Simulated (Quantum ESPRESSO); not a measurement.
The system is BN.

```
N B
1.0
     2.49824    0.00000    0.00000
    -1.24912    2.16354    0.00000
     0.00000    0.00000    6.63570
N B
2 2
Cartesian
  1.2491 0.7212 1.6589
  0.0000 1.4424 4.9768
  1.2491 0.7212 4.9768
  0.0000 1.4424 1.6589
```

Base run:

```yaml
Program: Quantum ESPRESSO 7.5
Functional: PBEsol
Potentials_or_basis: PseudoDojo 0.4.1 SR PBEsol standard
Cutoff: 1143 eV
Density_cutoff: 4572 eV
k_mesh: 12 × 12 × 4
Occupations: fermi-dirac, width 0.05 eV
Spin: no spin polarisation
```

Its results: band gap on the k mesh 4.21 eV, indirect (least direct gap 4.62 eV); pressure 2.5 GPa.

Question: The run is repeated on the same cell with these changes: functional from PBEsol to PBE; potentials or basis from PseudoDojo 0.4.1 SR PBEsol standard to PseudoDojo 0.4.1 SR PBE standard. What comes out?

Answer: Band gap on the k mesh 4.32 eV, indirect (least direct gap 4.69 eV); pressure 4.7 GPa.

Caveats: this functional lacks dispersion, which binds the layers, so the pressure and a relaxed spacing across them are unreliable.

A k mesh can miss the band edges.
